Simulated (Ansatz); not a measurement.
**CoSi₂: strain energy, fitted**

CoSi₂, Fm-3m, a = 5.313 Å. Ansatz: PBEsol, PAW, 420 eV, Γ-centred 10×10×8 mesh on 6 atoms, Gaussian smearing 0.10 eV; no spin polarisation. Series: uniaxial strain along c, with a, b and atoms relaxed; x is the strain in per cent. The axes a, b, c are those of the computed cell (3.757, 3.757, 5.313 Å), along [1 1 0], [-1 1 0], [0 0 1] of the cell named above. y is the free energy over the unstrained cell, V0 = 12.494 Å³/atom.

```
x (%) y (meV/atom)
 -4.5         14.02
 -3.0          6.15
 -1.5          1.65
  0.0          0.00
  1.5          1.00
  3.0             ?
  4.5         10.02
```

Task: Fit y = c2 x² + c3 x³ to the other rows, turn c2 into a modulus, and predict the missing energy.

Result: Least squares on the rows shown. y = 0.5955 x² − 0.02235 x³. In eV per unit strain² c2 is 5.955; this is Young's modulus along the axis (E = ½ Y V0 ε²): 2 × 5.955 × 160.2 / (12.494) = 153 GPa. The unstrained cell keeps some stress along the strain, worth a slope of -0.13 meV/atom per %, which the form leaves out. With a term in x⁴ added, the coefficient of x² becomes 0.6240, 5 % more, which shows how far this figure hangs on the form. At x = 3.0 the fit asked for gives 4.76 meV/atom. The run gave 4.46 meV/atom, so the fit is 0.30 meV/atom too high, within twice the rms miss on the fitted rows (0.18 meV/atom).